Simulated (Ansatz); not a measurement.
A run of Ansatz 0.2.0 is set up as follows.

The input input.yaml:

```yaml
crystal:
  lattice:
    - [4.982, 0.0, 0.0]
    - [0.0, 4.982, 0.0]
    - [0.0, 0.0, 6.963]
  atoms:
    - { symbol: Si, position: [0.79897, 0.20103, 0.75] }
    - { symbol: Si, position: [0.70103, 0.70103, 0.5] }
    - { symbol: Si, position: [0.20103, 0.79897, 0.25] }
    - { symbol: Si, position: [0.29897, 0.29897, 0.0] }
    - { symbol: O, position: [0.10347, 0.23989, 0.82187] }
    - { symbol: O, position: [0.26011, 0.60347, 0.07187] }
    - { symbol: O, position: [0.89653, 0.76011, 0.32187] }
    - { symbol: O, position: [0.73989, 0.39653, 0.57187] }
    - { symbol: O, position: [0.60347, 0.26011, 0.92813] }
    - { symbol: O, position: [0.76011, 0.89653, 0.67813] }
    - { symbol: O, position: [0.39653, 0.73989, 0.42813] }
    - { symbol: O, position: [0.23989, 0.10347, 0.17813] }
hamiltonian:
  xc: pbesol
  pseudopotentials: { kind: paw }
kpoints:
  mp_grid: { grid: [5, 5, 3] }
scf:
  occupations: { method: fermi_dirac, width: 0.05 }
output:
  forces: true
  stress: true
  eigenvalues: true
relax:
  f_tol: 0.01
  max_steps: 40
  cell: { stress_tol: 0.05 }
```

Potentials or basis: Ansatz PAW.

Launch:

```bash
$ ansatz run input.yaml --threads 4 --pin off --max-ram 11264MiB --backend cpu --events-out ev --progress --plain --runs-dir out
```

Task: What does it give for the space group after relaxing (to 0.05 Å)?

Result: P4_12_12 (No. 92).

Task: Estimate the band gap on the k mesh.

Result: 5.57 eV, direct.

Task: Predict the relaxed cell.

Result: a = 5.027 Å, b = 5.027 Å, c = 7.005 Å, α = 90.00°, β = 90.00°, γ = 90.00°.

Task: Predict the relaxed volume.

Result: 14.75 Å³/atom.

Final structure:
```yaml
crystal:
  lattice:
    - [5.02689, 0.00000, 0.00000]
    - [0.00000, 5.02689, 0.00000]
    - [0.00000, 0.00000, 7.00540]
  atoms:
    - { symbol: Si, position: [0.79816, 0.20184, 0.75000] }
    - { symbol: Si, position: [0.70184, 0.70184, 0.50000] }
    - { symbol: Si, position: [0.20184, 0.79816, 0.25000] }
    - { symbol: Si, position: [0.29816, 0.29816, 0.00000] }
    - { symbol: O, position: [0.10207, 0.23957, 0.82158] }
    - { symbol: O, position: [0.26043, 0.60207, 0.07158] }
    - { symbol: O, position: [0.89793, 0.76043, 0.32158] }
    - { symbol: O, position: [0.73957, 0.39793, 0.57158] }
    - { symbol: O, position: [0.60207, 0.26043, 0.92842] }
    - { symbol: O, position: [0.76043, 0.89793, 0.67842] }
    - { symbol: O, position: [0.39793, 0.73957, 0.42842] }
    - { symbol: O, position: [0.23957, 0.10207, 0.17842] }
```

Caveat: odd divisions of the mesh miss points on the zone boundary, where band edges often lie, so the gap on the mesh can be too wide; the plane-wave basis is chosen anew once the cell has moved, so the energies of steps on either side of that aren't comparable; the pressure holds a Pulay correction of +0.6 GPa for the finite cutoff; the PAW data sets come from PBE, with cores solved anew for the run's functional, which leaves a small shift of forces and pressure. A k mesh can miss the band edges.
